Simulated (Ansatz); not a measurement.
The system is Mg.

```
CELL_PARAMETERS angstrom
3.20930 0.00000 0.00000
-1.60465 2.77934 0.00000
0.00000 0.00000 5.21030
ATOMIC_POSITIONS crystal
Mg 0.66667 0.33333 0.75000
Mg 0.33333 0.66667 0.25000
```

Base run:

| Property | Result |
| --- | --- |
| Program | Ansatz 0.2.0 |
| Functional | PBE |
| Potentials or basis | all-electron LAPW, scalar-relativistic |
| Cutoff | 104 eV (chosen from the basis error) |
| Basis error allowed | 0.001 eV/atom |
| k mesh | 10 × 10 × 5 |
| Occupations | fermi-dirac, width 0.05 eV |
| Spin | no spin polarisation |

Its results: pressure -0.4 GPa.

Q: The run is repeated on the same cell with these changes: functional from PBE to PBEsol. What comes out?

A: Pressure -1.1 GPa.

PBEsol binds more tightly than PBE, so the same cell stands under less pressure.
